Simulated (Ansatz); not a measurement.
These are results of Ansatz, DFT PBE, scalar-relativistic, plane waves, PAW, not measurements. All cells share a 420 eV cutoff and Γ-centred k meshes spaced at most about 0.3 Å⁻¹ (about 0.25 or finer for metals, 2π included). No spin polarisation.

Each guess is relaxed in cell and atoms at zero pressure, on a coarse mesh first where it starts far from rest and then on a converged one. The steps can't lower the symmetry of the start, but it can rise. Energies are static (0 K, no zero-point motion).

Two unrelaxed guesses for Zr₅N:

A.

```yaml
crystal:
  lattice:
    - [5.20911, 0.00000, 0.00000]
    - [-2.60456, 4.51122, 0.00000]
    - [0.00000, 0.00000, 4.10997]
  atoms:
    - { symbol: Zr, position: [0.00000, 0.50000, 0.50000] }
    - { symbol: Zr, position: [0.33333, 0.66667, 0.00000] }
    - { symbol: Zr, position: [0.66667, 0.33333, 0.00000] }
    - { symbol: Zr, position: [0.50000, 0.00000, 0.50000] }
    - { symbol: Zr, position: [0.50000, 0.50000, 0.50000] }
    - { symbol: N, position: [0.00000, 0.00000, 0.00000] }
```

B.

```yaml
crystal:
  lattice:
    - [0.00000, 3.70533, 3.70533]
    - [3.70533, 0.00000, 3.70533]
    - [3.70533, 3.70533, 0.00000]
  atoms:
    - { symbol: Zr, position: [0.75000, 0.75000, 0.75000] }
    - { symbol: Zr, position: [0.10287, 0.10287, 0.10287] }
    - { symbol: Zr, position: [0.10287, 0.10287, 0.69140] }
    - { symbol: Zr, position: [0.10287, 0.69140, 0.10287] }
    - { symbol: Zr, position: [0.69140, 0.10287, 0.10287] }
    - { symbol: N, position: [0.25000, 0.25000, 0.25000] }
```

**Question.** Do they relax into the same structure? If not, which is lower?

**Answer.** No. B ends lower, by 0.97 eV/atom. A: P6/mmm at 16.1 Å³/atom → P6/mmm at 23.5 Å³/atom; B: F-43m at 17.0 Å³/atom → F-43m at 29.5 Å³/atom. Counting Zr atoms around N (those within 1.25 times the shortest such distance or 1.15 times the sum of covalent radii; a plus sign parts nearer from farther groups; the shortest distance is added where it is long for a bond), the end of A has N 6+12 from 3.2 Å and the end of B has N 4. End of A. Conventional cell: a = 5.537 Å, c = 5.320 Å. Zr on a site of symmetry mmm is surrounded by 4 Zr at 2.77 Å and 4 Zr at 3.10 Å; around Zr on a site of symmetry -6m2 lie 9 Zr at 3.10–3.20 Å and 3 N at 3.20 Å; N has 6 Zr at 3.20 Å and 12 Zr at 3.84 Å. End of B. Conventional cell: a = 8.909 Å. Zr on a site of symmetry -43m is surrounded by 12 Zr at 3.67 Å; Zr on a site of symmetry 3m is surrounded by 1 N at 2.05 Å, 3 Zr at 2.96 Å, 3 Zr at 3.34 Å and 3 Zr at 3.67 Å; around N lie 4 Zr at 2.05 Å.

Ends held by symmetry can be saddle points. Neither end is the lowest form computed: that has space group P-6m2 (No. 187) and lies 0.89 eV/atom below the better end. Even the lowest of the cells shown lies +0.51 eV/atom against the elements. A magnetic state wasn't ruled out in cells without spin, among them F-43m, P6/mmm. Some structure types and database cells were kept out of the candidates from the start, so a known form may be missing.
